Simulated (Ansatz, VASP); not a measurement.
# One calculation of Te, two programs

The input INCAR:

```
SYSTEM = Te
PREC     = Accurate       ! precision mode
ENCUT    = 520            ! plane-wave cutoff, eV
EDIFF    = 1E-6           ! SCF threshold, eV
ISMEAR   = -1             ! smearing method
SIGMA    = 0.08           ! smearing width, eV
LREAL    = .False.        ! projectors in reciprocal space
LASPH    = .True.         ! aspherical terms in the spheres
NELM     = 60             ! most SCF steps
ALGO     = Normal         ! electronic algorithm
ISIF     = 2              ! what is computed and relaxed
LWAVE    = .False.        ! write WAVECAR
LCHARG   = .True.         ! write CHGCAR
GGA      = PS             ! functional
LELF     = .True.         ! ELF
LVHAR    = .True.       
NBANDS   = 13             ! bands
```

Contents of KPOINTS:

```
Automatic mesh
0
Gamma
  14 14 8
  0 0 0
```

The input POSCAR:

```
Te
1.0
    3.5595680758      0.0000000000      0.0000000000
   -1.7797840379      3.0826763802      0.0000000000
    0.0000000000      0.0000000000      4.5152125765
Te
2
Direct
    0.3333333333      0.6666666667      0.2500000000
    0.6666666667      0.3333333333      0.7500000000
```

Input for Ansatz:

```yaml
crystal:
  lattice:
    - [3.5595680758, 0.0, 0.0]
    - [-1.7797840379, 3.0826763802, 0.0]
    - [0.0, 0.0, 4.5152125765]
  atoms:
    - { symbol: Te, position: [0.3333333333, 0.6666666667, 0.25] }
    - { symbol: Te, position: [0.6666666667, 0.3333333333, 0.75] }
kpoints:
  mp_grid: { grid: [14, 14, 8] }
scf:
  occupations: { method: fermi_dirac, width: 0.08 }
hamiltonian:
  xc: pbesol
  pseudopotentials: { kind: all_electron, lapw: { basis_error: 0.001 } }
output:
  forces: true
  stress: true
  eigenvalues: true
  populations: true
```

Change from the starting cell: volume scaled by 0.84, LAPW.

Alike in both runs: task single point; functional PBEsol; k mesh 14 × 14 × 8; occupations fermi-dirac, width 0.08 eV; no spin polarisation.

|  | VASP | Ansatz |
| --- | --- | --- |
| version | VASP 6.6.1 | Ansatz 0.2.0 |
| potentials or method | VASP PAW PBE potentials, release 64 (Te) | all-electron LAPW, scalar-relativistic |
| plane-wave cutoff (eV) | 520 | see its input |

|  | VASP | Ansatz | Ansatz less VASP |
| --- | --- | --- | --- |
| pressure (GPa) | 10.4 | 10.4 | -0.06 |
| largest component of the traceless stress (GPa) | 0.11 | 0.04 | -0.079 |

Ansatz ran all-electron here, so the differences hold the error of VASP's frozen core and of both bases.

Caveats: the PAW data sets were made with another functional, which shifts forces and pressure a little (VASP). The runs have no spin-orbit coupling, so splittings on Te are missing.
